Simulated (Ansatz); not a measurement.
InGa3As4: competing structures

All numbers below come from DFT PBE, scalar-relativistic, plane waves, PAW (Ansatz). Settings: cutoff 420 eV, Γ-centred meshes spaced at most about 0.3 Å⁻¹, and about 0.25 Å⁻¹ or finer for metals (2π included), Gaussian smearing. No spin polarisation.

Formation energies are uncorrected and refer to the elements' standard structures at the same level.

All energies are static (0 K, no zero-point motion). The comparison covers the computed candidates alone. For metals, differences of a few meV/atom aren't resolved. The zero gap of I-42m, P-4m2, P-43m may come from the functional, which often closes small gaps. The reference form of As is held partly by dispersion forces, which this level lacks.

Invented guesses were relaxed alike, and ends that match in structure were merged. ΔE counts from the first row. Coordination counts As atoms around Ga and In (those within 1.25 times the shortest such distance or 1.15 times the sum of covalent radii). The ends were matched against large subsets of the Crystallography Open Database and the Materials Project, so a missing match doesn't prove that a structure is unreported.

```json
{"#": "1", "reached from": "In and Ga ordered on zinc blende sites", "type and space group": "I-42m (No. 121)", "atoms": "8", "Å³/atom": "25.1", "coordination": "In 4, Ga 4", "ΔE (meV/atom)": "0", "gap on mesh (eV)": "0.00", "in databases": "no match", "checks": "-"}
{"#": "2", "reached from": "In and Ga ordered on zinc blende sites", "type and space group": "P-4m2 (No. 115)", "atoms": "8", "Å³/atom": "25.1", "coordination": "In 4, Ga 4", "ΔE (meV/atom)": "4", "gap on mesh (eV)": "0.00", "in databases": "no match", "checks": "-"}
{"#": "3", "reached from": "In and Ga ordered on zinc blende sites", "type and space group": "P-43m (No. 215)", "atoms": "8", "Å³/atom": "25.1", "coordination": "In 4, Ga 4", "ΔE (meV/atom)": "7", "gap on mesh (eV)": "0.00", "in databases": "no match", "checks": "no imaginary mode at Γ (other wave vectors untested)"}
```

The first two are tied within the noise. The first: Space group I-42m (No. 121), tetragonal, a = 5.858 Å, c = 11.695 Å. In has 4 As at 2.65 Å; Ga on a site of symmetry -4 is surrounded by 4 As at 2.51 Å; around Ga on a site of symmetry -42m lie 4 As at 2.49 Å; As has 3 Ga at 2.49–2.51 Å and 1 In at 2.65 Å. Its energy over the elements is −0.31 eV/atom. It lies below the elements, which doesn't yet make it stable against other compounds or structures. An observed structure of this formula, if there is one, may be missing.

```cif
data_structure
_symmetry_space_group_name_H-M 'P 1'
_symmetry_Int_Tables_number 1
_cell_length_a 7.1663
_cell_length_b 7.1663
_cell_length_c 7.1663
_cell_angle_alpha 131.748
_cell_angle_beta 131.748
_cell_angle_gamma 70.627
_cell_volume 200.70
loop_
_atom_site_label
_atom_site_type_symbol
_atom_site_fract_x
_atom_site_fract_y
_atom_site_fract_z
_atom_site_occupancy
In1 In 0.00000 0.00000 0.00000 1
Ga1 Ga 0.75000 0.25000 0.50000 1
Ga2 Ga 0.50000 0.50000 0.00000 1
Ga3 Ga 0.25000 0.75000 0.50000 1
As1 As 0.39198 0.39198 0.52449 1
As2 As 0.13251 0.60802 0.00000 1
As3 As 0.86749 0.86749 0.47551 1
As4 As 0.60802 0.13251 0.00000 1
```

The second: Space group P-4m2 (No. 115), tetragonal, a = 4.134 Å, c = 11.761 Å. Around In lie 4 As at 2.64 Å; Ga on a site of symmetry 2mm is surrounded by 4 As at 2.50–2.51 Å; Ga on a site of symmetry -4m2 has 4 As at 2.51 Å; As on its first site is surrounded by 2 Ga at 2.50 Å and 2 In at 2.64 Å; 1 more site not described. Counting As atoms around Ga and In, the first and the second both have In 4, Ga 4. Cells relaxed within their symmetry can be saddle points.

```cif
data_structure
_symmetry_space_group_name_H-M 'P-4m2'
_symmetry_Int_Tables_number 115
_cell_length_a 4.1341
_cell_length_b 4.1341
_cell_length_c 11.7605
_cell_angle_alpha 90.000
_cell_angle_beta 90.000
_cell_angle_gamma 90.000
_cell_volume 201.00
loop_
_atom_site_label
_atom_site_type_symbol
_atom_site_symmetry_multiplicity
_atom_site_Wyckoff_symbol
_atom_site_fract_x
_atom_site_fract_y
_atom_site_fract_z
_atom_site_occupancy
In1 In 1 b 0.50000 0.50000 0.00000 1
Ga1 Ga 2 e 0.00000 0.00000 0.74095 1
Ga2 Ga 1 c 0.50000 0.50000 0.50000 1
As1 As 2 g 0.50000 0.00000 0.13971 1
As2 As 2 g 0.00000 0.50000 0.37959 1
```
